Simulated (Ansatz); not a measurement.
This log comes from Ansatz, run on a 3-atom cell of BaF2 built on the fluorite structure (relaxed group Fm-3m). The starting cell comes from a relaxation with PBE.

Structure:
```
Ba F
1.0
     0.00000    3.12293    3.12293
     3.12293    0.00000    3.12293
     3.12293    3.12293    0.00000
Ba F
1 2
Direct
  0.00000 0.00000 0.00000
  0.75000 0.75000 0.75000
  0.25000 0.25000 0.25000
```

Output, abridged:
```
Pseudopotential: Ba, paw, valence charge 10, recommended cutoff 500 eV (meta_gga)
Pseudopotential: F, paw, valence charge 7, recommended cutoff 500 eV (meta_gga)
Functional definition: r2SCAN
Crystal: 3 atoms, lattice volume = 60.914 Å³
Basis set: ecut = 500 eV, 1471 PW (Γ)
Bands: 16, of which v1, the nominal top of the filled ones, is band 12 counted from 1 (11 counted from 0)
Symmetry: 48 space group operations
Space group: Fm-3m (ITA 225)
k-points: 16 of 216
preconditioner: auto → none  [insulator: Δε(μ)=7.667 eV  σ=0.020 eV  ℏωp=23.3 eV]
relax step 1: F+E_penalty+E_count = -7590.71503812 eV  P = -1.421 GPa  Ω = 60.914 Å³
relax step 2: F+E_penalty+E_count = -7590.71313576 eV  P = +1.913 GPa  Ω = 57.693 Å³  (rejected)
relax step 3: F+E_penalty+E_count = -7590.72237171 eV  P = -0.083 GPa  Ω = 59.498 Å³
relax step 4: F+E_penalty+E_count = -7590.72242504 eV  P = -0.002 GPa  Ω = 59.418 Å³
relax step 5: F+E_penalty+E_count = -7590.72173028 eV  P = +0.013 GPa  Ω = 59.418 Å³  (SCF on a basis re-selected at this cell)
Free energy (F): -7590.721730 eV
Fermi energy:    6.367511 eV
--- Per-component energies (eV) ---
  E_band       = -119.401115
  E_kinetic    = 587.075250
  E_local      = -1551.532439
  E_nonlocal   = 201.015559
  E_hartree    = 588.263770
  E_xc         = -317.997366
  E_vxc        = -383.570615
  E_paw        = -5657.273216
  E_vpaw       = -173.607800
  E_vtau       = 24.689263
  E_ewald      = -1440.283003
  E_core_change = 0.007633
--- Stress (GPa, compression-positive) ---
        0.012542       0.000000       0.000000
        0.000000       0.012542       0.000000
        0.000000       0.000000       0.012542
  P = ⅓ Tr σ = 0.0125 GPa (0.125 kbar)
--- Relaxed structure (4 steps of the walk, 3 accepted, 1 SCFs on fresh bases) ---
  F+E_penalty+E_count = -7590.72173028 eV
  cell:  # Å, volume = 59.4185 Å³
    - [0.000000, 3.097162, 3.097162]
    - [3.097162, 0.000000, 3.097162]
    - [3.097162, 3.097162, 0.000000]
  atoms:
    - { symbol: Ba, position: [0.000000, 0.000000, 0.000000] }
    - { symbol: F, position: [0.750000, 0.750000, 0.750000] }
    - { symbol: F, position: [0.250000, 0.250000, 0.250000] }
```

Task: Which of these blocks stood in the input: relax, gw, phonons, dielectric, magnetization (spin_orbit)?

Result: relax. The relax steps with a changing cell volume need the relax block with cell.

Task: Which k mesh was typed?

Result: 6×6×6, Γ-centred.

Task: How were the bands filled?

Result: With smearing of width σ = 0.02 eV (Fermi-Dirac in this run).

Run as `ansatz run input.yaml --threads 2 --pin off --max-ram 20275MiB --backend cpu --events-out ev --progress --plain --runs-dir out`. Wall time 5.5 s on 2 threads of AMD EPYC 7R13 Processor (Zen 3), with other jobs on the host, load about 2.4 per core; peak host memory 0.73 GiB.

Spin-unpolarised throughout; all numbers are computed.
